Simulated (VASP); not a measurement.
# NaI (Fm-3m) in VASP: notebook, part 2 of 2

VASP 6.6.1. Earlier steps stand in the parts before.

## Step 3: Elastic constants, PBE

Input file POSCAR:

```
NaI
1.0
    0.0000000000      3.2364000000      3.2364000000
    3.2364000000      0.0000000000      3.2364000000
    3.2364000000      3.2364000000      0.0000000000
I Na
1 1
Direct
    0.5000000000      0.5000000000      0.5000000000
    0.0000000000      0.0000000000      0.0000000000
```

Input file INCAR.step1:

```
PREC     = Accurate       # precision mode
ENCUT    = 600            # plane-wave cutoff, eV
EDIFF    = 1E-8           # SCF threshold, eV
ISMEAR   = -1             # smearing method
SIGMA    = 0.05           # smearing width, eV
LREAL    = F              # projectors in reciprocal space
LASPH    = T              # aspherical terms in the spheres
NELM     = 60             # most SCF steps
ALGO     = Normal         # electronic algorithm
ISIF     = 3              # what is computed and relaxed
LWAVE    = F              # write WAVECAR
LCHARG   = F              # write CHGCAR
GGA      = PE             # functional
IBRION   = 2              # ionic algorithm
NSW      = 40             # ionic steps
EDIFFG   = -0.002         # ionic threshold
```

Input file INCAR.step2:

```
PREC     = Accurate       # precision mode
ENCUT    = 600            # plane-wave cutoff, eV
EDIFF    = 1E-8           # SCF threshold, eV
ISMEAR   = -1             # smearing method
SIGMA    = 0.05           # smearing width, eV
LREAL    = F              # projectors in reciprocal space
LASPH    = T              # aspherical terms in the spheres
NELM     = 60             # most SCF steps
ALGO     = Normal         # electronic algorithm
ISIF     = 3              # what is computed and relaxed
LWAVE    = F              # write WAVECAR
LCHARG   = F              # write CHGCAR
GGA      = PE             # functional
IBRION   = 6              # ionic algorithm
NFREE    = 2            
POTIM    = 0.015          # step
NSW      = 1              # ionic steps
```

Input file KPOINTS:

```
Automatic mesh
0
Gamma
  5 5 5
```

Potentials or basis: VASP PAW PBE potentials, release 64 (I, Na_pv).

The run is started by

```sh
$ cat potpaw_PBE.64/I/POTCAR potpaw_PBE.64/Na_pv/POTCAR > POTCAR
$ cp INCAR.step1 INCAR
$ mpirun -np 1 vasp_std > vasp.out
$ cp CONTCAR POSCAR
$ cp INCAR.step2 INCAR
$ mpirun -np 1 vasp_std > vasp.out
```

OUTCAR:

```text
PREC = Accurate
   ENCUT = 600
   EDIFF = 1E-8
   ISMEAR = -1
   LREAL = F
   LASPH = T
   NELM = 60
   ISIF = 3
   GGA = PE
   IBRION = 6
   NFREE = 2
   POTIM = 0.015
   NSW = 1

 ion  position               nearest neighbor table
   1  0.500  0.500  0.500-
   2  0.000  0.000  0.000-

  LATTYP: Found a face centered cubic cell.
 ALAT       =     6.5322615213

  Lattice vectors:

 A1 = (   0.0000000000,   3.2661307606,   3.2661307606)
 A2 = (   3.2661307606,   0.0000000000,   3.2661307606)
 A3 = (   3.2661307606,   3.2661307606,   0.0000000000)

Analysis of symmetry for initial positions (statically):
[... 658 lines left out ...]
          X           Y           Z          XY          YZ          ZX
  --------------------------------------------------------------------------------
  x     0.00000     0.00000     0.00000     0.00000     0.00000     0.00000
  y     0.00000     0.00000     0.00000     0.00000     0.00000     0.00000
  z     0.00000     0.00000     0.00000     0.00000     0.00000     0.00000

 INTERNAL STRAIN TENSOR FOR ION    2 for displacements in x,y,z  (eV/Angst):
          X           Y           Z          XY          YZ          ZX
  --------------------------------------------------------------------------------
  x     0.00000     0.00000     0.00000     0.00000     0.00000     0.00000
  y     0.00000     0.00000     0.00000     0.00000     0.00000     0.00000
  z     0.00000     0.00000     0.00000     0.00000     0.00000     0.00000

 Eigenvectors and eigenvalues of the dynamical matrix
 ----------------------------------------------------

   1 f  =    3.080288 THz    19.354020 2PiTHz  102.747349 cm-1    12.739042 meV
             X         Y         Z           dx          dy          dz
      3.266131  3.266131  3.266131     0.000000    0.000000   -0.393029
      0.000000  0.000000  0.000000     0.000000    0.000000    0.919526
[... 21 lines left out ...]
   6 f/i=    0.004681 THz     0.029411 2PiTHz    0.156137 cm-1     0.019359 meV
             X         Y         Z           dx          dy          dz
      3.266131  3.266131  3.266131     0.589763    0.701052    0.078952
      0.000000  0.000000  0.000000     0.252080    0.299648    0.033746

--------------------------------------------------------------------------------------------------------

 ELASTIC MODULI CONTR FROM IONIC RELAXATION (kBar)
 Direction    XX          YY          ZZ          XY          YZ          ZX
 --------------------------------------------------------------------------------
 XX           0.0000      0.0000      0.0000      0.0000      0.0000      0.0000
 YY           0.0000      0.0000      0.0000      0.0000      0.0000      0.0000
 ZZ           0.0000      0.0000      0.0000      0.0000      0.0000      0.0000
 XY           0.0000      0.0000      0.0000      0.0000      0.0000      0.0000
 YZ           0.0000      0.0000      0.0000      0.0000      0.0000      0.0000
 ZX           0.0000      0.0000      0.0000      0.0000      0.0000      0.0000
 --------------------------------------------------------------------------------

 TOTAL ELASTIC MODULI (kBar)
 Direction    XX          YY          ZZ          XY          YZ          ZX
 --------------------------------------------------------------------------------
 XX         295.7929     79.2512     79.2512     -0.0000     -0.0000      0.0000
 YY          79.2512    295.7929     79.2512     -0.0000     -0.0000      0.0000
 ZZ          79.2512     79.2512    295.7929     -0.0000     -0.0000      0.0000
 XY          -0.0000     -0.0000     -0.0000     70.1401      0.0000      0.0000
 YZ          -0.0000     -0.0000     -0.0000      0.0000     70.1401      0.0000
 ZX           0.0000      0.0000      0.0000      0.0000      0.0000     70.1401
 --------------------------------------------------------------------------------
```

OUTCAR.step1:

```text
PREC = Accurate
   ENCUT = 600
   EDIFF = 1E-8
   ISMEAR = -1
   LREAL = F
   LASPH = T
   NELM = 60
   ISIF = 3
   GGA = PE
   IBRION = 2
   NSW = 40
   EDIFFG = -0.002
[... 300 lines left out ...]

 k-point     1 :       0.0000    0.0000    0.0000
  band No.  band energies     occupation
      1     -21.8543      2.00000
      2     -21.8543      2.00000
      3     -21.8543      2.00000
      4     -10.3285      2.00000
      5       0.6204      2.00000
      6       0.6204      2.00000
      7       0.6204      2.00000
      8       4.1896      0.00000
      9       8.5480      0.00000
     10       8.5480      0.00000
     11       8.5480      0.00000
[... 153 lines left out ...]
  FREE ENERGIE OF THE ION-ELECTRON SYSTEM (eV)
  ---------------------------------------------------
  free  energy   TOTEN  =        -5.3867424259 eV

  energy  without entropy=       -5.3867424258  energy(sigma->0) =       -5.38674243

 reached required accuracy - stopping structural energy minimisation
```

OSZICAR.step1:

```text
N       E                     dE             d eps       ncg     rms          rms(c)
DAV:   1     0.844898533503E+02    0.84490E+02   -0.71765E+03   220   0.127E+03
DAV:   2     0.297756004951E+01   -0.81512E+02   -0.76834E+02   242   0.251E+02
DAV:   3    -0.517198143393E+01   -0.81495E+01   -0.80688E+01   274   0.772E+01
[... 49 lines left out ...]
DAV:   6    -0.538674200470E+01    0.35196E-06   -0.61939E-07   247   0.105E-02    0.859E-03
DAV:   7    -0.538674178102E+01    0.22368E-06   -0.14631E-08   217   0.926E-04    0.142E-02
DAV:   8    -0.538674220725E+01   -0.42623E-06   -0.14927E-08   217   0.893E-04    0.426E-03
DAV:   9    -0.538674242672E+01   -0.21946E-06   -0.41578E-09   116   0.535E-04    0.717E-04
DAV:  10    -0.538674242586E+01    0.85356E-09   -0.10385E-09   110   0.477E-04
   4 F= -.53867424E+01 E0= -.53867424E+01  d E =-.251581E-02
```

Run time: 3.5 min. Hardware: 1 thread of Intel Xeon 6975P-C (Granite Rapids), shared host; peak memory 0.28 GiB.

Results:

| Item | Value |
| --- | --- |
| Relaxed volume | 34.84 Å³/atom |
| Relaxed cell | a = 4.619 Å, b = 4.619 Å, c = 4.619 Å, α = 60.00°, β = 60.00°, γ = 60.00° |
| Space group after relaxing (to 0.05 Å) | Fm-3m (No. 225) |
| Elastic constants C11, C12, C44 | 30, 8, 7 GPa |
| Voigt bulk modulus | 15 GPa |
| Highest phonon frequency at Γ, LO-TO splitting left out | 103 cm⁻¹ |

The path:
```tsv
step	energy change (eV)	largest force (eV/Å)	pressure (GPa)	volume (Å³)
1	0.0000	0.0000	0.44	67.80
2	-0.0019	0.0000	0.22	68.72
3	-0.0025	0.0000	-0.02	69.78
4	-0.0025	0.0000	0.00	69.68
```

Final structure:
```
I Na
1.0
     0.00000    3.26613    3.26613
     3.26613    0.00000    3.26613
     3.26613    3.26613    0.00000
I Na
1 1
Direct
  0.50000 0.50000 0.50000
  0.00000 0.00000 0.00000
```

Phonon frequencies in cm⁻¹ (negative: imaginary):
```
              q point        frequencies
(0.000, 0.000, 0.000)  0 0 0 103 103 103
```

Elastic tensor in Voigt notation (GPa, in the Cartesian axes of the cell as first typed):
```
30  8  8  0  0  0
 8 30  8  0  0  0
 8  8 30  0  0  0
 0  0  0  7  0  0
 0  0  0  0  7  0
 0  0  0  0  0  7
```

Clamped-ion elastic tensor (GPa):
```
30  8  8  0  0  0
 8 30  8  0  0  0
 8  8 30  0  0  0
 0  0  0  7  0  0
 0  0  0  0  7  0
 0  0  0  0  0  7
```

The run has no spin-orbit coupling, so splittings on I are missing.

## Step 4: Born charges and dielectric tensor, PBE

Input file INCAR:

```
SYSTEM = NaI
PREC = Accurate
ENCUT = 520
EDIFF = 1E-8
ISMEAR = -1
SIGMA = 0.05
LREAL = .FALSE.
LASPH = .TRUE.
NELM = 80
ALGO = Normal
ISIF = 2
LWAVE = .FALSE.
LCHARG = .FALSE.
GGA = PE
LEPSILON = .TRUE.
IBRION = 8
```

Input file KPOINTS:

```
Automatic mesh
0
G
  7 7 7
  0 0 0
```

POSCAR is that of step 3.

Potentials or basis: VASP PAW PBE potentials, release 64 (I, Na_pv).

The run is started by

```sh
$ cat potpaw_PBE.64/I/POTCAR potpaw_PBE.64/Na_pv/POTCAR > POTCAR
$ mpirun -np 1 vasp_std > vasp.out
```

OUTCAR:

```text
SYSTEM = NaI
   PREC = Accurate
   ENCUT = 520
   EDIFF = 1E-8
   ISMEAR = -1
   LREAL = .FALSE.
   LASPH = .TRUE.
   NELM = 80
   ISIF = 2
   GGA = PE
   LEPSILON = .TRUE.
   IBRION = 8

 ion  position               nearest neighbor table
   1  0.500  0.500  0.500-
   2  0.000  0.000  0.000-

  LATTYP: Found a face centered cubic cell.
 ALAT       =     6.4728000000

  Lattice vectors:

 A1 = (   0.0000000000,   3.2364000000,   3.2364000000)
 A2 = (   3.2364000000,   0.0000000000,   3.2364000000)
 A3 = (   3.2364000000,   3.2364000000,   0.0000000000)

Analysis of symmetry for initial positions (statically):
=====================================================================
 Subroutine PRICEL returns:
 Original cell was already a primitive cell.

 Routine SETGRP: Setting up the symmetry group for a
 face centered cubic supercell.

 Subroutine GETGRP returns: Found 48 space group operations
 (whereof 48 operations were pure point group operations)
 out of a pool of 48 trial point group operations.

The static configuration has the point symmetry O_h .

Analysis of symmetry for dynamics (positions and initial velocities):
=====================================================================
 Subroutine PRICEL returns:
 Original cell was already a primitive cell.

 Routine SETGRP: Setting up the symmetry group for a
 face centered cubic supercell.

 Subroutine GETGRP returns: Found 48 space group operations
 (whereof 48 operations were pure point group operations)
 out of a pool of 48 trial point group operations.

The dynamic configuration has the point symmetry O_h .

 Subroutine INISYM returns: Found 48 space group operations
 (whereof 48 operations are pure point group operations),
 and found     1 'primitive' translations

----------------------------------------------------------------------------------------

                                     Primitive cell

  volume of cell :      67.7980

  direct lattice vectors                    reciprocal lattice vectors
     0.000000000  3.236400000  3.236400000    -0.154492646  0.154492646  0.154492646
     3.236400000  0.000000000  3.236400000     0.154492646 -0.154492646  0.154492646
     3.236400000  3.236400000  0.000000000     0.154492646  0.154492646 -0.154492646

  length of vectors
     4.576960773  4.576960773  4.576960773     0.267589113  0.267589113  0.267589113

  position of ions in fractional coordinates (direct lattice)
     0.500000000  0.500000000  0.500000000
     0.000000000  0.000000000  0.000000000

[... 462 lines left out ...]
 -----------------------------------------------------------------------------
    -0.00008  0.00000  0.00000
     0.00000 -0.00008 -0.00000
     0.00000 -0.00000 -0.00025

--------------------------------------- Ionic step        4  -------------------------------------------

------------------------ aborting loop because EDIFF is reached ----------------------------------------

[... ionic steps 5 to 6 ...]

--------------------------------------- Ionic step        7  -------------------------------------------

 Free energy of the ion-electron system (eV)
  ---------------------------------------------------
  ---------------------------------------------------
  free energy    TOTEN  =        -0.16212122 eV

  energy without entropy =       -0.16212122

------------------------ aborting loop because EDIFF is reached ----------------------------------------

 INTERNAL STRAIN TENSOR  FOR ION    2  DIRECTION 1   (eV/Angst):
 -----------------------------------------------------------------------------
    -0.00042  0.00000  0.00000
     0.00000  0.00004  0.00000
    -0.00000  0.00000  0.00004

 MACROSCOPIC STATIC DIELECTRIC TENSOR (including local field effects in DFT)
 ------------------------------------------------------
           3.371813     0.000000     0.000000
          -0.000000     3.371813     0.000000
           0.000000     0.000000     3.371813
 ------------------------------------------------------

 PIEZOELECTRIC TENSOR (including local field effects)  for field in x, y, z        (e  Angst)
          XX          YY          ZZ          XY          YZ          ZX
  --------------------------------------------------------------------------------
  x     0.00000     0.00000     0.00000     0.00000     0.00000     0.00000
  y     0.00000     0.00000     0.00000     0.00000     0.00000     0.00000
  z     0.00000     0.00000     0.00000     0.00000     0.00000     0.00000

 PIEZOELECTRIC TENSOR (including local field effects)  for field in x, y, z        (C/m^2)
          XX          YY          ZZ          XY          YZ          ZX
  --------------------------------------------------------------------------------
  x     0.00000     0.00000     0.00000     0.00000     0.00000     0.00000
  y     0.00000     0.00000     0.00000     0.00000     0.00000     0.00000
  z     0.00000     0.00000     0.00000     0.00000     0.00000     0.00000

 BORN EFFECTIVE CHARGES (including local field effects) (in |e|, cummulative output)
 ---------------------------------------------------------------------------------
 ion    1
    1    -1.19880     0.00000     0.00000
    2     0.00000    -1.19880     0.00000
    3     0.00000     0.00000    -1.19880
 ion    2
    1     1.19880     0.00000     0.00000
    2     0.00000     1.19880     0.00000
    3     0.00000     0.00000     1.19880

 INTERNAL STRAIN TENSOR FOR ION    2 for displacements in x,y,z  (eV/Angst):
          X           Y           Z          XY          YZ          ZX
  --------------------------------------------------------------------------------
  x     0.00000     0.00000     0.00000     0.00000     0.00000     0.00000
  y     0.00000     0.00000     0.00000     0.00000     0.00000     0.00000
  z     0.00000     0.00000     0.00000     0.00000     0.00000     0.00000

 SECOND DERIVATIVES (NOT SYMMETRIZED)
 ------------------------------------
               1X          1Y          1Z          2X          2Y          2Z
  1X    -0.895640    0.000000    0.000000    0.895640    0.000000    0.000000
  1Y     0.000000   -0.895640    0.000000    0.000000    0.895640    0.000000
  1Z     0.000000    0.000000   -0.895640    0.000000    0.000000    0.895640
  2X     0.874766    0.000000    0.000000   -0.874766    0.000000    0.000000
  2Y     0.000000    0.874766    0.000000    0.000000   -0.874766    0.000000
  2Z     0.000000    0.000000    0.874766    0.000000    0.000000   -0.874766

 Eigenvectors and eigenvalues of the dynamical matrix
 ----------------------------------------------------

   1 f  =    3.320313 THz    20.862141 2PiTHz  110.753718 cm-1    13.731705 meV
             X         Y         Z           dx          dy          dz
      3.236400  3.236400  3.236400     0.000000    0.395569    0.000000
      0.000000  0.000000  0.000000     0.000000   -0.918436    0.000000
[... 21 lines left out ...]
   6 f/i=    0.014223 THz     0.089364 2PiTHz    0.474420 cm-1     0.058821 meV
             X         Y         Z           dx          dy          dz
      3.236400  3.236400  3.236400     0.000000    0.000000    0.918436
      0.000000  0.000000  0.000000     0.000000    0.000000    0.395569

--------------------------------------------------------------------------------------------------------

 MACROSCOPIC STATIC DIELECTRIC TENSOR IONIC CONTRIBUTION
 ------------------------------------------------------
           4.332829     0.000000    -0.000000
           0.000000     4.332829    -0.000000
          -0.000000    -0.000000     4.332829
 ------------------------------------------------------

 ELASTIC MODULI CONTR FROM IONIC RELAXATION (kBar)
 Direction    XX          YY          ZZ          XY          YZ          ZX
 --------------------------------------------------------------------------------
 XX           0.0000      0.0000      0.0000      0.0000      0.0000      0.0000
 YY           0.0000      0.0000      0.0000      0.0000      0.0000      0.0000
 ZZ           0.0000      0.0000      0.0000      0.0000      0.0000      0.0000
 XY           0.0000      0.0000      0.0000      0.0000      0.0000      0.0000
 YZ           0.0000      0.0000      0.0000      0.0000      0.0000      0.0000
 ZX           0.0000      0.0000      0.0000      0.0000      0.0000      0.0000
 --------------------------------------------------------------------------------

 PIEZOELECTRIC TENSOR IONIC CONTR  for field in x, y, z        (C/m^2)
          XX          YY          ZZ          XY          YZ          ZX
  --------------------------------------------------------------------------------
  x     0.00000     0.00000     0.00000     0.00000     0.00000     0.00000
  y     0.00000     0.00000     0.00000     0.00000     0.00000     0.00000
  z     0.00000     0.00000     0.00000     0.00000     0.00000     0.00000
```

stdout:

```text
POSCAR found type information on POSCAR I Na
 POSCAR found :  2 types and       2 ions
 scaLAPACK will be used
 LDA part: xc-table for (Slater+PW92), standard interpolation
 POSCAR, INCAR and KPOINTS ok, starting setup
 FFT: planning ... GRIDC
 FFT: planning ... GRID_SOFT
 FFT: planning ... GRID
 WAVECAR not read
 entering main loop
[... 24 lines left out ...]
 dielectric tensor                  component  3 :     0.056     0.277     3.372
 Linear response DOF=           2
 Linear response progress:
 first order change of Fermi-energy   0.19106E-03
 force on displaced ion       1 direction 1 :  -0.896   0.000   0.000
 Born effective charge ion    1 direction 1 :  -1.199   0.000   0.000
 Linear response progress:
 first order change of Fermi-energy  -0.11227E-04
 force on displaced ion       2 direction 1 :  -0.875   0.000   0.000
 Born effective charge ion    2 direction 1 :   1.198   0.000   0.000
 Born effective charges drift removed
 Linear response finished
```

It took 2.5 min on 1 thread of Intel Xeon 6975P-C (Granite Rapids), shared host; peak memory 0.29 GiB.

What came out:

```
Band gap on the k mesh                                  : 3.64 eV, direct
Electronic dielectric tensor (diagonal)                 : 3.37
Born charges (mean of the diagonal)                     : I -1.20; Na +1.20 e
Highest phonon frequency at Γ, LO-TO splitting left out : 111 cm⁻¹
```

Phonon frequencies in cm⁻¹ (negative: imaginary):
```
              q point        frequencies
(0.000, 0.000, 0.000)  0 0 0 111 111 111
```

Electronic dielectric tensor:
```
3.37 0.00 0.00
0.00 3.37 0.00
0.00 0.00 3.37
```

Born effective charge tensors (e):
atom 1, I
```
-1.20  0.00  0.00
 0.00 -1.20  0.00
 0.00  0.00 -1.20
```
atom 2, Na
```
1.20 0.00 0.00
0.00 1.20 0.00
0.00 0.00 1.20
```

Caveat: spin-orbit coupling is left out, which moves the levels of the heavy elements.

## Step 5: How close it comes

Step 4. A measured high-frequency dielectric constant of NaI is 3.01 (a printed reference work, monograph); the calculated 3.37 misses it by +12.0 %.
